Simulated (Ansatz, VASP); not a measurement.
**Au: VASP beside Ansatz**

The input INCAR:

```
PREC     = Accurate       # precision mode
ENCUT    = 520            # plane-wave cutoff, eV
EDIFF    = 1E-6           # SCF threshold, eV
ISMEAR   = -1             # smearing method
SIGMA    = 0.05           # smearing width, eV
LREAL    = F              # projectors in reciprocal space
LASPH    = T              # aspherical terms in the spheres
NELM     = 100            # most SCF steps
ALGO     = Fast           # electronic algorithm
ISIF     = 2              # what is computed and relaxed
LWAVE    = F              # write WAVECAR
LCHARG   = F              # write CHGCAR
LMAXMIX  = 4              # l up to which the mixer works
GGA      = CA             # functional
```

KPOINTS

```
regular mesh
0
Gamma
  10 10 10
```

File POSCAR:

```
Au
1.0
    2.7484100000      0.0000000000      0.0000000000
    0.0000000000      2.7484100000      0.0000000000
    0.0000000000      0.0000000000      2.7484100000
Au
1
Direct
    0.5000000000      0.5000000000      0.5000000000
```

Contents of KPOINTS_OPT:

```
path GXMGRX,MR
15
line-mode
reciprocal
 0.0000000000  0.0000000000  0.0000000000  G
 0.0000000000  0.5000000000  0.0000000000  X

 0.0000000000  0.5000000000  0.0000000000  X
 0.5000000000  0.5000000000  0.0000000000  M

 0.5000000000  0.5000000000  0.0000000000  M
 0.0000000000  0.0000000000  0.0000000000  G

 0.0000000000  0.0000000000  0.0000000000  G
 0.5000000000  0.5000000000  0.5000000000  R

 0.5000000000  0.5000000000  0.5000000000  R
 0.0000000000  0.5000000000  0.0000000000  X

 0.5000000000  0.5000000000  0.0000000000  M
 0.5000000000  0.5000000000  0.5000000000  R
```

Contents of input.yaml:

```yaml
crystal:
  lattice:
    - [2.74841, 0.0, 0.0]
    - [0.0, 2.74841, 0.0]
    - [0.0, 0.0, 2.74841]
  atoms:
    - { symbol: Au, position: [0.5, 0.5, 0.5] }
hamiltonian:
  xc: lda
  pseudopotentials: { kind: paw }
kpoints:
  mp_grid: { grid: [10, 10, 10] }
  band_path:
    path:
      - [[0.0, 0.0, 0.0], [0.0, 0.5, 0.0], [0.5, 0.5, 0.0], [0.0, 0.0, 0.0], [0.5, 0.5, 0.5], [0.0, 0.5, 0.0]]
      - [[0.5, 0.5, 0.0], [0.5, 0.5, 0.5]]
    npoints: 14
scf:
  occupations: { method: fermi_dirac, width: 0.05 }
  n_extra_bands: 6
output:
  forces: true
  stress: true
  eigenvalues: true
  fatbands: true
```

The cell was built by a generator and needn't be a form met in nature.

Alike in both runs: task band structure; functional LDA; k mesh 10 × 10 × 10; occupations fermi-dirac, width 0.05 eV; no spin polarisation.

|  | VASP | Ansatz |
| --- | --- | --- |
| version | VASP 6.6.1 | Ansatz 0.2.0 |
| potentials or method | VASP PAW LDA potentials, release 64 (Au) | Ansatz PAW |
| plane-wave cutoff (eV) | 520 | 420 |
| valence electrons in the cell | 11 | 19 |

|  | VASP | Ansatz | Ansatz less VASP |
| --- | --- | --- | --- |
| gap on the k mesh at the Fermi level (eV) | none | none | - |
| pressure (GPa) | -9.6 | -10.0 | -0.33 |

A gap of «none» marks a metal or a gap that the smearing closes. The two sets of potentials don't hold the same shells in valence.

Caveats: spin-orbit coupling is left out, which moves the levels of the heavy elements; the PAW data sets come from PBE, with cores solved anew for the run's functional, which leaves a small shift of forces and pressure (Ansatz).
